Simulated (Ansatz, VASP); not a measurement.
**Mg3Ge2 in VASP and in Ansatz**

INCAR

```
SYSTEM = Mg3Ge2
PREC = Accurate
ENCUT = 520
EDIFF = 1E-6
ISMEAR = 0
SIGMA = 0.2846
LREAL = .False.
LASPH = .True.
NELM = 60
ALGO = Normal
ISIF = 2
LWAVE = .False.
LCHARG = .False.
GGA = PE
NBANDS = 25
```

File KPOINTS:

```
regular mesh
0
Gamma
  5 5 3
  0 0 0
```

Contents of POSCAR:

```
Mg3Ge2
1.0
    2.1009340000      3.6389200000      0.0000000000
   -2.1009340000      3.6389200000      0.0000000000
    0.0000000000      0.0000000000      6.6423140000
Mg Ge
3 2
Direct
    0.0000000000      0.0000000000      0.0000000000
    0.3333000000      0.3334000000      0.6300000000
    0.6667000000      0.6666000000      0.3700000000
    0.3333000000      0.3334000000      0.2350000000
    0.6667000000      0.6666000000      0.7650000000
```

Input for Ansatz:

```yaml
crystal:
  lattice:
    - [2.100934, 3.63892, 0.0]
    - [-2.100934, 3.63892, 0.0]
    - [0.0, 0.0, 6.642314]
  atoms:
    - { symbol: Mg, position: [0.0, 0.0, 0.0] }
    - { symbol: Ge, position: [0.3333, 0.3334, 0.235] }
    - { symbol: Ge, position: [0.6667, 0.6666, 0.765] }
    - { symbol: Mg, position: [0.3333, 0.3334, 0.63] }
    - { symbol: Mg, position: [0.6667, 0.6666, 0.37] }
  symmetry: { tolerance: 0.0003 }
kpoints:
  mp_grid: { grid: [5, 5, 3], shift: [0, 0, 0] }
magnetization:
  spin_polarized: false
scf:
  occupations: { method: gaussian, width: 0.2846 }
hamiltonian:
  pseudopotentials: { kind: paw }
  xc: pbe
basis:
  ecutwfc: 420
output:
  forces: true
  stress: true
  eigenvalues: true
  write_density: true
  write_potential: true
  elf: true
  volumetric_format: npy
```

The cell was built by a generator and needn't be a form met in nature.

Alike in both runs: task single point; functional PBE; k mesh 5 × 5 × 3; occupations gaussian, width 0.2846 eV; no spin polarisation.

|  | VASP | Ansatz |
| --- | --- | --- |
| version | VASP 6.6.1 | Ansatz 0.2.0 |
| potentials or method | VASP PAW PBE potentials, release 64 (Mg, Ge_d) | PAW plane waves |
| plane-wave cutoff (eV) | 520 | 420 |
| valence electrons in the cell | 34 | 58 |

VASP gave:

| Item | Value |
| --- | --- |
| gap on the k mesh at the Fermi level (eV) | none |
| pressure (GPa) | 6.5 |
| largest component of the traceless stress (GPa) | 1.49 |
| rms of the force components (eV/Å) | 0.427 |

Task: What did Ansatz give for the same quantities?

Result: gap on the k mesh at the Fermi level (eV): none; pressure (GPa): 6.6; largest component of the traceless stress (GPa): 1.48; rms of the force components (eV/Å): 0.426.

A gap of «none» marks a metal or a gap that the smearing closes. The two sets of potentials don't hold the same shells in valence. Ansatz warned: «structure_snapped_to_symmetry».

Caveats: forces of over 1 eV/Å show positions far from the minimum, so gaps and moduli don't describe the material at rest.
